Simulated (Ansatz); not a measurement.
Here is an Ansatz 0.2.0 calculation.

The input input.yaml:

```yaml
crystal:
  lattice:
    - [2.5340966698, 0.0, 0.0]
    - [-1.2670483349, 2.1945920917, 0.0]
    - [0.0, 0.0, 4.112571]
  atoms:
    - { symbol: Cu, position: [0.6666666667, 0.3333333333, 0.75] }
    - { symbol: Cu, position: [0.3333333333, 0.6666666667, 0.25] }
hamiltonian:
  xc: pbe
  pseudopotentials: { kind: paw }
kpoints:
  mp_grid: { grid: [12, 12, 7] }
scf:
  occupations: { method: fermi_dirac, width: 0.05 }
output:
  forces: true
  stress: true
  eigenvalues: true
  write_density: true
  write_potential: true
  elf: true
  volumetric_format: npy
relax:
  f_tol: 0.01
  max_steps: 40
  cell: { stress_tol: 0.05 }
```

Potentials or basis: Ansatz PAW.

The run is started by

```bash
$ ansatz run input.yaml --threads 2 --pin off --max-ram 5632MiB --backend cpu --events-out ev --progress --plain --runs-dir out
```

Q: Predict the space group after relaxing (to 0.05 Å).

A: P6_3/mmc (No. 194).

Q: Estimate the relaxed volume.

A: 11.99 Å³/atom.

Q: Estimate the relaxed cell.

A: a = 2.573 Å, b = 2.573 Å, c = 4.180 Å, α = 90.00°, β = 90.00°, γ = 120.00°.

Final structure:
```yaml
crystal:
  lattice:
    - [2.57335, 0.00000, 0.00000]
    - [-1.28668, 2.22859, 0.00000]
    - [0.00000, 0.00000, 4.18037]
  atoms:
    - { symbol: Cu, position: [0.66667, 0.33333, 0.75000] }
    - { symbol: Cu, position: [0.33333, 0.66667, 0.25000] }
```
